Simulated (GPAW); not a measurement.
# Si (Fmmm) in GPAW: a series of runs

One crystal, Si, is run at these levels: LDA; tasks: band structure, equation of state.

All numbers are computed with GPAW 26.7.0; they aren't measurements. Logs are shortened: lines on timing, memory, paths and dates and some standing lists are left out, and cuts for length are marked. The log counts tension as positive stress, the text compression.

### Step 1. The structure

It takes space group Fmmm (No. 69, orthorhombic). Conventional cell: a = 4.845 Å, b = 5.320 Å, c = 9.286 Å, α = 90.00°, β = 90.00°, γ = 90.00°. Around Si (site symmetry mm2) lie 6 Si at 2.48 to 2.72 Å. Si (site symmetry m2m) has 5 Si at 2.42 to 2.51 Å as nearest neighbours.

This isn't the form of Si at room conditions, which is diamond.

### Step 2. Band structure, LDA

run.py reads:

```python
from ase import Atoms
from ase.dft.bandgap import bandgap
from ase.io import write
from ase.units import GPa
from gpaw import GPAW, PW

atoms = Atoms(['Si', 'Si', 'Si', 'Si'],
              cell=[[0.0, 2.65989848, 4.6432435421],
                    [2.4222677723, 0.0, 4.6432435421],
                    [2.4222677723, 2.65989848, 0.0]],
              scaled_positions=[[0.2202307, 0.2202307, 0.7797693],
                                [0.7797693, 0.7797693, 0.2202307],
                                [0.27260572, 0.72739428, 0.27260572],
                                [0.72739428, 0.27260572, 0.72739428]],
              pbc=True)

calc = GPAW(mode=PW(600),
            xc='LDA',
            kpts={'size': (7, 7, 7), 'gamma': True},
            occupations={'name': 'fermi-dirac', 'width': 0.05},
            nbands=18,
            convergence={'density': 1e-05, 'energy': 1e-05},
            maxiter=150,
            txt='gpaw.txt')
atoms.calc = calc
energy = atoms.get_potential_energy()
forces = atoms.get_forces()
stress = atoms.get_stress()
calc.write('gs.gpw')
write('result.traj', atoms)
print(f'Energy: {energy:.6f} eV')
print('Forces (eV/A):')
print(forces.round(4))
print('Stress (GPa):', (stress / GPa).round(3))
print('Fermi level:', round(calc.get_fermi_level(), 4), 'eV')
print(f'Gap: {bandgap(calc)[0]:.4f} eV, direct: {bandgap(calc, direct=True)[0]:.4f} eV')

path = atoms.cell.bandpath('GYCDXGZD1HC,C1Z,XH1,HY,LG', npoints=60, eps=1e-4)
bs_calc = calc.fixed_density(kpts=path, symmetry='off', nbands=30,
                             convergence={'bands': 'CBM+6.0', 'eigenstates': 1e-6}, txt='bands.txt')
bs = bs_calc.band_structure()
bs.write('bs.json')
print(f'Gap on the path: {bandgap(bs_calc)[0]:.4f} eV')
```

Potentials or basis: the program's PAW data sets (release 1.2.1) made for this functional, pw.

Run with:

```console
> OMP_NUM_THREADS=1 python run.py
```

gpaw.txt:

```text
__  _  _
 | _ |_)|_||  |
 |__||  | ||/\| - 26.7.0

Input parameters:
  mode=PW(ecut=600.0),
  convergence={'density': 1e-05, 'energy': 1e-05},
  kpts=MonkhorstPack(size=(7, 7, 7), gamma=True),
  maxiter=150,
  nbands=18,
  occupations=Occupations(name='fermi-dirac', width=0.05),
  xc=XC(name='LDA')

Diagonalizing LCAO Hamiltonian
Converting LCAO to pw mode

        Si

         Si
       Si

        Si

Atoms  # Å, Bohr magnetons
|   | symbol |        x |        y |        z |    initial magnetic moments |
|---|--------|----------|----------|----------|-----------------------------|
| 0 |     Si | 2.422268 | 2.659898 | 2.045170 | ( 0.0000,  0.0000,  0.0000) |
| 1 |     Si | 2.422268 | 2.659898 | 7.241318 | ( 0.0000,  0.0000,  0.0000) |
| 2 |     Si | 2.422268 | 1.450207 | 4.643244 | ( 0.0000,  0.0000,  0.0000) |
| 3 |     Si | 2.422268 | 3.869590 | 4.643244 | ( 0.0000,  0.0000,  0.0000) |

Unit cell  # Å
| periodic |        x |        y |        z |  lengths |    angles |
|----------|----------|----------|----------|----------|-----------|
|      yes | 0.000000 | 2.659898 | 4.643244 | 5.351147 | 71.855180 |
|      yes | 2.422268 | 0.000000 | 4.643244 | 5.237088 | 68.437552 |
|      yes | 2.422268 | 2.659898 | 0.000000 | 3.597560 | 39.707267 |

Number of symmetries: 8
Symmetry operations  # r_c * U_cc + t_c -> r_c
|   | kind |            matrix            |
|---|------|------------------------------|
| 0 |  σ   |  1, 0, 0,  1, 0,-1,  1,-1, 0 |
| 1 |  E   |  1, 0, 0,  0, 1, 0,  0, 0, 1 |
| 2 |  C2  |  0, 1,-1,  1, 0,-1,  0, 0,-1 |
| 3 |  σ   |  0, 1,-1,  0, 1, 0, -1, 1, 0 |
| 4 |  C2  |  0,-1, 1,  0,-1, 0,  1,-1, 0 |
| 5 |  σ   |  0,-1, 1, -1, 0, 1,  0, 0, 1 |
| 6 |  i   | -1, 0, 0,  0,-1, 0,  0, 0,-1 |
| 7 |  C2  | -1, 0, 0, -1, 0, 1, -1, 1, 0 |

BZ-sampling:
  Number of BZ points: 343
  Number of IBZ points: 64

  Monkhorst-Pack size: [7, 7, 7]
  Monkhorst-Pack shift: [0, 0, 0]

K-points  # in reciprocal-cell coordinates
|     |                                coordinates |     weight |
|-----|--------------------------------------------|------------|
|   0 | (  0.00000000,   0.00000000,   0.00000000) | 0.00291545 |
|   1 | (  0.00000000,   0.14285714,   0.14285714) | 0.00583090 |
|   2 | (  0.00000000,   0.28571429,   0.28571429) | 0.00583090 |
|   3 | (  0.00000000,   0.42857143,   0.42857143) | 0.00583090 |
|   4 | (  0.14285714,  -0.42857143,  -0.42857143) | 0.01166181 |
|   5 | (  0.14285714,  -0.28571429,  -0.42857143) | 0.01166181 |
|   6 | (  0.14285714,   0.00000000,   0.14285714) | 0.00583090 |
|   7 | (  0.14285714,   0.14285714,   0.00000000) | 0.00583090 |
|   8 | (  0.14285714,   0.14285714,   0.14285714) | 0.02332362 |
|   9 | (  0.14285714,   0.14285714,   0.28571429) | 0.01166181 |
| ... |                                            |            |
|  63 | (  0.42857143,   0.42857143,   0.42857143) | 0.02332362 |

Plane wave coefficients: 2018
Cutoff: 600.0 eV

Spin-components: 1 (collinear spins)
Bands:           18
Projectors:      20
Spin-degeneracy: 2
Datatype:        complex128

Parallelization:
  kpt:    1
  domain: 1
  band:   1

Density:
  Valence electrons: 16.0
  Components: 1
  Grid points: [32 32 32]
  Charge: 0.0  # |e|

Potential:
  Grid points: [32 32 32]

species:
  Si:
    name:    Silicon
    Z:       14.0
    valence: 4
    core:    10
    charge:  0.0  # [|e|]
    compensation charges:
      type: gauss
      rc: 0.33  # [Å]
      lmax: 2
    cutoffs:
      filter: 1.86  # [Å]
      core: 2.06  # [Å]
    projectors
    | kind |    occ | energy [eV] | rcut [Å] |
    |------|--------|-------------|----------|
    |   3s |  2.000 |     -10.878 |    1.058 |
    |   3p |  2.000 |      -4.162 |    1.058 |
    |    s |        |      16.334 |    1.058 |
    |    p |        |      23.049 |    1.058 |
    |    d |        |       0.000 |    1.058 |

    Using partial waves for Si as LCAO basis

Reference energy: -31434.852732  # eV

eigensolver:
  PPCG
  Converge bands: occupied
  niter=2

density mixing:
  MSR1-Mixer
  Pratt-step length: 0.05
  Maximum mixing coefficient: 0.75
  Old densities: 10
  SVD Regularization: 0.005
  Good broyden scale: 1.0
  Trust region scale: 1.0
  Backstep threshold: 4.0
  History deletion threshold: 6.0
  Fourier metric: weight=20.0, sigma=0.015

occupation numbers:
  Fermi-Dirac:
    width: 0.0500  # eV

poisson solver:
  ecut: 4800.0  # eV

xc functional:
  name: None

convergence criteria:
- Maximum integral of absolute [dens]ity change: 1e-05 electrons / valence electron
- Maximum [total energy] change in last 3 cyles: 1e-05 eV / valence electron
- Maximum integral of absolute [eigenst]ate change: 4e-08 eV^2 / valence electron
maximum number of iterations: 150

SCF iterations
|iter     | |      energy | eigst |  dens |
|---------|-|-------------|-------|-------|
|iter:   1| |  -22.879193 | -0.11 |       |
|iter:   2| |  -22.881980 | -3.04 | -1.08 |
|iter:   3| |  -22.897193 | -3.09 | -1.10 |
|iter:   4| |  -22.897972 | -3.63 | -1.66 |
|iter:   5| |  -22.897163 | -4.71 | -2.46 |
|iter:   6| |  -22.897153 | -6.29 | -2.86 |
|iter:   7| |  -22.897155c| -7.76c| -3.53 |
|iter:   8| |  -22.897155c| -8.38c| -4.09 |
|iter:   9| |  -22.897155c| -9.58c| -5.37c|

Converged in 9 steps
Energy contributions relative to reference atoms: (reference = -31434.852732)

Energy contributions:
  Kinetic:          26.144212
  Coulomb:         -19.493079
  Zero:             -0.066514
  External:          0.000000
  Xc:              -29.475347
  Entropy:          -0.012854
  Spinorbit:         0.000000
  ----------------------------
  Free energy:     -22.903582
  Extrapolated:    -22.897155

dipole moment: (-0.000013, -0.000015, -0.000026)  # |e|*Ang

Fermi level: 8.490
Eigenvalues  # (at kpt = [0.000, 0.000, 0.000])
| band index |      eig [eV] | occ [0-2] |
|------------|---------------|-----------|
|          0 |        -5.376 |     2.000 |
|          1 |         0.719 |     2.000 |
|          2 |         1.678 |     2.000 |
|          3 |         5.779 |     2.000 |
|          4 |         6.229 |     2.000 |
|          5 |         6.248 |     2.000 |
[... 10 lines left out ...]
|         16 |        17.565 |     0.000 |
|         17 |        18.019 |     0.000 |

No gap
No difference between direct/indirect transitions

Forces  # eV/Ang
|       x |        y |        z |
|---------|----------|----------|
| 0.00000 |  0.00000 |  0.10846 |  # Si   0
| 0.00000 |  0.00000 | -0.10846 |  # Si   1
| 0.00000 | -0.03589 |  0.00000 |  # Si   2
| 0.00000 |  0.03589 |  0.00000 |  # Si   3

Stress tensor  # eV/Ang^3
|         x |        y |        z |
|-----------|----------|----------|
| -0.002619 | 0.000000 | 0.000000 |
|  0.000000 | 0.001732 | 0.000000 |
|  0.000000 | 0.000000 | 0.007723 |

# Writing to gs.gpw (mode='')
```

It took 70 s on 1 thread of Arm Neoverse V2, shared host; peak memory 0.33 GiB.

Results:

| Item | Value |
| --- | --- |
| Free energy | -22.9036 eV |
| Pressure | -0.4 GPa |
| Largest force | 0.108 eV/Å |
| Band gap along the path | none (metal or under the smearing width) |

Forces in eV/Å, atoms in the order of the input:
```
Si   0.000  0.000  0.108
Si   0.000  0.000 -0.108
Si   0.000 -0.036  0.000
Si   0.000  0.036  0.000
```

Levels at the corners of the path, in eV from the Fermi level:
```csv
point,band 5,band 6,band 7,band 8,band 9,band 10,band 11,band 12,band 13,band 14
Γ,-2.26,-2.24,-1.92,-1.89,-1.42,1.26,1.85,5.00,6.19,7.73
Y,-5.59,-5.17,-2.99,-2.56,-2.02,-1.74,5.11,6.12,7.45,7.53
C,-3.47,-3.12,-2.70,-2.29,-1.76,-1.41,3.92,4.69,8.58,8.65
D,-6.60,-6.17,-2.45,-2.05,-1.80,1.35,4.35,4.94,5.96,6.24
X,-6.90,-6.44,-2.47,-2.06,-1.82,1.33,4.56,5.18,5.73,6.00
Γ,-2.26,-2.24,-1.92,-1.89,-1.42,1.26,1.85,5.00,6.19,7.73
Z,-2.65,-2.44,0.00,0.98,1.84,2.80,2.82,3.20,3.88,4.46
D1,-6.60,-6.17,-2.45,-2.05,-1.80,1.35,4.35,4.94,5.96,6.24
H,-6.52,-6.16,-3.27,-2.37,-0.93,1.75,3.56,3.88,6.99,7.10
C,-3.47,-3.12,-2.70,-2.29,-1.76,-1.41,3.92,4.69,8.58,8.65
C1,-3.47,-3.12,-2.70,-2.29,-1.76,-1.41,3.92,4.69,8.58,8.65
Z,-2.65,-2.44,0.00,0.98,1.84,2.80,2.82,3.20,3.88,4.46
X,-6.90,-6.44,-2.47,-2.06,-1.82,1.33,4.56,5.18,5.73,6.00
H1,-6.52,-6.16,-3.27,-2.37,-0.93,1.75,3.56,3.88,6.99,7.10
H,-6.52,-6.16,-3.27,-2.37,-0.93,1.75,3.56,3.88,6.99,7.10
Y,-5.59,-5.17,-2.99,-2.56,-2.02,-1.74,5.11,6.12,7.45,7.53
L,-1.66,-1.43,-1.26,0.24,0.41,0.56,3.05,3.09,4.43,4.95
Γ,-2.26,-2.24,-1.92,-1.89,-1.42,1.26,1.85,5.00,6.19,7.73
```

Caveat: the program warned that so skewed a cell can give wrong results.

### Step 3. Equation of state, LDA

run.py reads:

```python
from ase import Atoms
from ase.eos import EquationOfState
from ase.io import Trajectory
from ase.units import GPa
from gpaw import GPAW, PW

atoms = Atoms(['Si', 'Si', 'Si', 'Si'],
              cell=[[0.0, 2.65989848, 4.6432435421],
                    [2.4222677723, 0.0, 4.6432435421],
                    [2.4222677723, 2.65989848, 0.0]],
              scaled_positions=[[0.2202307, 0.2202307, 0.7797693],
                                [0.7797693, 0.7797693, 0.2202307],
                                [0.27260572, 0.72739428, 0.27260572],
                                [0.72739428, 0.27260572, 0.72739428]],
              pbc=True)

traj = Trajectory('eos.traj', 'w')
volumes, energies = [], []
for x in [0.94, 0.96, 0.98, 1.0, 1.02, 1.04, 1.06]:
    a = atoms.copy()
    a.set_cell(atoms.cell * x**(1 / 3), scale_atoms=True)
    calc = GPAW(mode=PW(600),
                xc='LDA',
                kpts={'size': (7, 7, 7), 'gamma': True},
                occupations={'name': 'fermi-dirac', 'width': 0.05},
                nbands=18,
                convergence={'density': 1e-05, 'energy': 1e-05},
                maxiter=150,
                txt=f'eos-{x:.2f}.txt')
    a.calc = calc
    energies.append(a.get_potential_energy(force_consistent=True))
    volumes.append(a.get_volume())
    p = -a.get_stress()[:3].mean() / GPa
    calc.write(f'eos-{x:.2f}.gpw')
    traj.write(a)
    print(f'{x:.2f} {volumes[-1]:10.4f} A^3 {energies[-1]:14.6f} eV {p:9.3f} GPa', flush=True)

v0, e0, B = EquationOfState(volumes, energies, eos='birchmurnaghan').fit()
print(f'V0 = {v0:.4f} A^3, E0 = {e0:.6f} eV, B0 = {B / GPa:.2f} GPa')
```

Potentials or basis: the program's PAW data sets (release 1.2.1) made for this functional, pw.

Run with:

```console
> OMP_NUM_THREADS=1 python run.py
```

Run time: 4.9 min. Hardware: 1 thread of Arm Neoverse V2, shared host; peak memory 0.48 GiB.

The run converged. Its results:

| Item | Value |
| --- | --- |
| Equilibrium volume | 14.91 Å³/atom |
| Bulk modulus at fixed shape and positions | 114 GPa |
| Pressure derivative of the bulk modulus | 4.5 |

Energy against volume, from the lowest point:
```tsv
volume (Å³/atom)	energy (meV/atom)
14.061	19.14
14.360	7.68
14.659	1.50
14.958	0.00
15.257	2.69
15.557	9.14
15.856	18.98
```

Caveat: the cell was scaled at fixed shape and fractional positions, which overstates the stiffness of a crystal with free parameters, most of all of layers and chains; the program warned that so skewed a cell can give wrong results.
